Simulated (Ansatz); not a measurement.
**Zn: properties at the relaxed cell**

One table from this session's results is given with a row withheld; the runs are named, their logs left out.

Program: Ansatz 0.2.0. Level of theory: DFT PBE, scalar-relativistic, plane waves, PAW. These are calculated values, not measurements.

1 further run of the same task is left out (set aside as unsound or not needed).

## Starting point

It takes space group C2/m (No. 12, monoclinic). Conventional cell: a = 4.558 Å, b = 2.631 Å, c = 7.846 Å, α = 90.00°, β = 101.06°, γ = 90.00°. Zn (site symmetry 2/m) is surrounded by 12 Zn at 2.63 to 2.99 Å. Around Zn (site symmetry m) lie 12 Zn at 2.63 to 2.99 Å.

Cell or atoms stand a little off a more symmetric structure (R-3m at a tolerance of 0.3 Å), so results at this geometry aren't those of that ideal crystal.

As a file:

```
CELL_PARAMETERS angstrom
2.27911 -1.31525 0.01438
2.27911 1.31525 0.01438
-1.55312 0.00000 7.69040
ATOMIC_POSITIONS crystal
Zn 0.00000 0.00000 0.00000
Zn 0.22149 0.22149 0.66518
Zn 0.77851 0.77851 0.33482
```

It goes back to an entry of the Materials Project, which need not be the stable form.

It is the result of an earlier relaxation at this level (volume 15.39 Å³/atom; gap on the mesh: none (metal)).

The first run:

The input, input.yaml:

```yaml
crystal:
  lattice:
    - [2.2560858643, -1.3019685293, 0.0142313914]
    - [2.2560858643, 1.3019685293, 0.0142313914]
    - [-1.5374305973, 0.0, 7.6127114907]
  atoms:
    - { symbol: Zn, position: [0.0, 0.0, 0.0] }
    - { symbol: Zn, position: [0.2214949669, 0.2214949669, 0.665182269] }
    - { symbol: Zn, position: [0.7785050331, 0.7785050331, 0.334817731] }
basis:
  ecutwfc: 420
kpoints:
  mp_grid: { grid: [18, 18, 6] }
hamiltonian:
  xc: pbe
scf:
  occupations: { method: gaussian, width: 0.1 }
output:
  forces: true
  stress: true
  eigenvalues: true
relax:
  adjacent_minimum: "off"
  f_tol: 0.01
  max_steps: 30
  cell: { stress_tol: 0.1, fix: [volume] }
```

Among the steps run: Point at V/V0 = 0.97; Point at V/V0 = 1.03; The cell scaled to 0.94 of its volume; Point at V/V0 = 1.06; The cell scaled to 0.91 of its volume; Point at V/V0 = 1.10; The cell scaled to 0.88 of its volume.

One table of the session follows, with a row left open; its other results are not shown here.

It belongs to the step «Energy against volume». 

```
volume (Å³/atom)  energy above the lowest point (meV/atom)  pressure (GPa)
          13.542                                      55.7           10.77
          14.003                                      29.1            7.55
          14.465                                      12.0            4.47
          14.926                                       2.9            2.00
          15.388                                       0.0            0.01
          15.850                                       2.5           -1.66
          16.311                                         ?               ?
          16.927                                      23.4           -4.37
```

Estimate the missing values for volume (Å³/atom) = 16.311.

Worked estimate for «energy above the lowest point (meV/atom)». A straight line through the neighbours (15.850, 2.5) and (16.927, 23.4) gives 2.5 + (23.4 − 2.5) × (16.311 − 15.850) / (16.927 − 15.850) = 11.4; a parabola fitted to 3 rows on both sides gives 8.9.

The run gave: energy above the lowest point (meV/atom): 9.1; pressure (GPa): -2.96. In «energy above the lowest point (meV/atom)» the line misses by +2.3 and the parabola by -0.2.
